## Question

Lattice vibrations hold most of the heat that a metal stores at room temperature, and their frequencies decide how fast that store fills on warming. Tungsten is body-centred cubic, with cube edge $a = 3.13$ Å in the calculated crystal and atomic mass $M = 184$ u. Its resistance to shear is roughly $C = 160$ GPa (a recalled value), and it is nearly the same for every direction of shear.

Three kinds of wave are considered. At Γ all atoms move together. At H the atoms at the cube corners move against those at the cube centres. At N each densely packed (110) plane moves against the planes on either side of it.

(a) Find a rule that gives the frequencies at H and N from $a$, $M$ and $C$ alone.

(b) Use it for row 22 of the table printed under part (c), a mode at H, and for row 5, a mode at N in which the planes slide sideways past each other.

(c) Compare the rule with all calculated frequencies, and explain where it fails.

## Model answer

### (a) The rule

Picture the atoms joined by springs that resist only a change of length. Each atom has eight first neighbours along the body diagonals, with spring constant $K_1$, and six second neighbours along the cube edges, with spring constant $K_2$. The second neighbours have to be included, because they are only $2/\sqrt{3} \approx 1.15$ times as far away as the first.

A neighbour that moves in step with the atom leaves their spring at its length and adds no restoring force. A neighbour that moves exactly the opposite way adds $2K\cos^2\theta$ to $M\omega^2$, where $\omega$ is the angular frequency and $\theta$ the angle between spring and motion. At H all eight first neighbours move oppositely, while the second neighbours move in step. At N four first and four second neighbours move oppositely, and the direction of motion decides which of their springs are stretched.

| Mode | From first neighbours | From second neighbours | $n$ |
|---|---|---|---|
| H, any direction | $16K_1/3$ | 0 | 2 |
| N, sideways along [001] | $8K_1/3$ | 0 | 1 |
| N, sideways along [1−10] | 0 | $4K_2$ | 1 |
| N, planes approach and part | $16K_1/3$ | $4K_2$ | 3 |

The spring constants follow from the shear stiffness. If a cube face is sheared so that its right angles tilt, the edges keep their length and the body diagonals resist, which gives $C = 2K_1/(3a)$. If one edge is stretched and another shortened by the same amount, the body diagonals keep their length and the edges resist, which gives $C = K_2/a$. Tungsten opposes both shears about equally, so one value of $C$ fixes both springs, and every entry in the table above becomes a whole multiple of $4aC$:

$$M\omega^2 = 4aC\,n, \qquad \tilde\nu \approx 82.4\,\sqrt{\frac{n\,a\,C}{M}}$$

Here $\tilde\nu$ is the frequency in cm⁻¹, with $a$ in Å, $C$ in GPa and $M$ in u. The number 82.4 contains only the factor 4 and the conversion of units. At Γ no spring changes length, so $n = 0$. Springs of this kind also tie the resistance to compression to the shear stiffness (the Cauchy relation $C_{12} = C_{44}$), which metals obey only roughly. The mode with $n = 3$ squeezes the planes together and leans on this tie.

### (b) Two rows

The material enters through a single combination:

$$\frac{aC}{M} = \frac{3.13 \times 160}{184} \approx 2.72$$

For row 22, at H, $n = 2$:

$$\tilde\nu \approx 82.4\,\sqrt{2 \times 2.72} \approx 192\ \text{cm}^{-1}$$

For row 5, a sideways mode at N, $n = 1$:

$$\tilde\nu \approx 82.4\,\sqrt{2.72} \approx 136\ \text{cm}^{-1}$$

The rule gives the same value for both sideways directions, so it is not necessary to know which of them row 5 belongs to. Neither row was used to set $C$, which comes from the elasticity of the metal. Neither result is therefore a fit to the table.

### (c) Comparison with the calculation

Harmonic phonon frequencies of body-centred cubic tungsten at its relaxed cell, calculated with GPAW 26.7.0 using PBEsol with D3(BJ) dispersion, PAW data sets and a 510 eV plane-wave cutoff. The k mesh was 7×7×7 for the primitive cell and 4×4×4 for the 2×2×2 phonon supercell, with Fermi–Dirac smearing of 0.05 eV and atomic displacements of 0.01 Å.

```tsv
row	phonon q row (row)	phonon frequency (cm⁻¹)
1	1	0.00
2	1	0.00
3	1	0.00
4	2	132.70
5	2	161.20
6	2	243.00
7	3	132.70
8	3	161.20
9	3	243.00
10	4	132.70
11	4	161.20
12	4	243.00
13	5	132.70
14	5	161.20
15	5	243.00
16	6	132.70
17	6	161.20
18	6	243.00
19	7	132.70
20	7	161.20
21	7	243.00
22	8	197.30
23	8	197.30
24	8	197.30
```

The column "phonon q row" numbers the wave vectors, and each has three modes because the cell holds one atom. Wave vector 1 is Γ, wave vector 8 is H, and wave vectors 2 to 7 are all N, one for each of the six orientations of the (110) planes. The zeros at Γ are required, since moving the whole crystal costs no energy. The rule is therefore tested on four separate levels: three at N and one at H.

Three of these levels come out well. The estimate is about 3% below the calculated value at H and for the highest mode at N, and about 2% above it for the lowest mode at N. The order of the levels is also right: H lies between the sideways modes of N and the mode in which the planes approach and part.

The fourth level is row 5, where the estimate is 16% too low. The rule puts both sideways modes at one frequency, whereas the calculation separates them by 28 cm⁻¹. Averaged over the four levels, the error is 6% of the calculated value, and most of it comes from this one mode.

The splitting means that, in the calculated crystal, the two ways of sliding the planes are not equally stiff at this short wavelength. The simplest repair is to let $K_1$ and $K_2$ vary independently. If the middle mode at N is taken as the one held by second neighbours alone, H fixes $K_1$ and the middle mode fixes $K_2$. The other two levels then follow:

$$\tilde\nu_{\text{low}} = \frac{\tilde\nu_{\text{H}}}{\sqrt{2}} \approx 140\ \text{cm}^{-1}, \qquad \tilde\nu_{\text{high}} = \sqrt{\tilde\nu_{\text{H}}^2 + \tilde\nu_{\text{mid}}^2} \approx 255\ \text{cm}^{-1}$$

Both are about 5% above the calculated values. The largest error has dropped from 16% to 5%, but two of the four levels have been spent on setting the springs.

## Remarks on the reasoning

**Why second neighbours are needed.** A simpler model would keep only the eight nearest atoms. In that picture the planes at N could slide along [1−10] with no resistance, because every spring between them lies at right angles to the motion. The table contains no such free mode: apart from the three translations at Γ, the lowest frequency is 133 cm⁻¹. The same picture would put the highest mode at N level with H, 19% below its calculated value. What holds a body-centred cubic crystal against this kind of sliding, in a model of central springs, is the second shell.

**Why an elastic constant can predict a vibration.** A sound wave of long wavelength shears the crystal gently over many planes, while a sideways mode at N shears it as sharply as possible, from each plane to the next. If forces reach only to near neighbours, the same springs are at work in both cases. A stiffness measured on a piece of metal then carries over to motion on the scale of atoms. The argument weakens as forces reach further, because distant atoms affect long and short waves differently.

**Which sideways mode is which.** The frequencies alone do not label the direction of motion, so the assignment in part (c) is an inference from the model. It can be tested by exchanging the two sideways modes and setting $K_2$ from the lowest level instead. The highest mode is then met within about 2%, but the middle mode is missed by 13%, against a largest error of 5% before. Within central springs the assignment used above fits better. Springs that also resist sideways motion bring enough constants to meet all four levels with either assignment, so only a plot of the atomic motion would settle it.

**How seriously to take 3%.** The stiffness is a rough value for real tungsten, whereas the frequencies belong to a calculated crystal. Relaxation shrank that crystal from 15.85 Å³ per atom in the starting cell to 15.33 Å³, about 3% in volume. The functional and the added dispersion attraction may both contribute, and the run does not separate them. A compressed lattice usually vibrates faster, so a shift of a few per cent, as large as the errors of the three good levels, is to be expected from this alone. The calculation also samples the electron states on a coarse mesh, and the vibrations of a metal can be sensitive to that. Since a 10% change in $C$ moves every estimate by 5%, errors of 2% or 3% should not be given a physical cause. The 16% error at row 5 is different in kind, because no choice of $C$ can split two modes that share the same $n$. How much of the calculated splitting belongs to tungsten and how much to the coarse mesh is not settled here. Measured spectra, as recalled, put the two sideways modes much closer together.

**Where the counting stops.** The whole numbers $n$ arise because at Γ, H and N every neighbour moves either exactly with the atom or exactly against it. For a wave vector $\mathbf q$ in between, a neighbour at position $\mathbf R$ contributes $1 - \cos(\mathbf q\cdot\mathbf R)$ in place of 0 or 2. The spring model still gives an answer there, but the table has no points that test it. A dip between N and H, for example, would go unnoticed.

**Carrying the rule to another metal.** For a body-centred cubic metal that resists both shears about equally, and whose forces act mainly along the lines between atoms and reach little beyond the second neighbours, only $aC/M$ has to be replaced. The table holds a single metal and does not test this step. The condition on the forces is a real limit: niobium and molybdenum, whose conduction electrons shape their vibration spectra strongly, are expected to depart widely from a spring estimate at H. With the same springs, half the mass raises every frequency by a factor $\sqrt{2}$. If the two shear stiffnesses differ, each spring must be set from its own: tilting the cube angles gives $K_1$, and stretching one edge against another gives $K_2$. The alkali metals are the familiar case. They yield easily to the second kind of shear, so one of their sideways modes at N is soft.

**What remains open.** In the repaired model, the middle mode at N requires the second kind of shear to be stiffer than the first by a factor $(161/140)^2 \approx 1.3$, yet real tungsten resists both about equally. One possibility is that the calculated crystal is less even in its elasticity than the real metal. Another is that forces beyond the second shell, carried by the conduction electrons, stiffen this mode only at short wavelengths. The coarse mesh may also have shifted the levels. None of these causes is tested here. Calculating the two shear stiffnesses of the same relaxed crystal, and repeating the vibrations on a finer mesh, would help to decide: forces that end at the second neighbours are expected to give a ratio between that 1.3 and the $(161/133)^2 \approx 1.5$ of the two calculated sideways modes themselves. A ratio near 1 would point to forces of longer range or to the mesh, and a ratio well below 1 would suggest that the two modes were assigned the wrong way round.
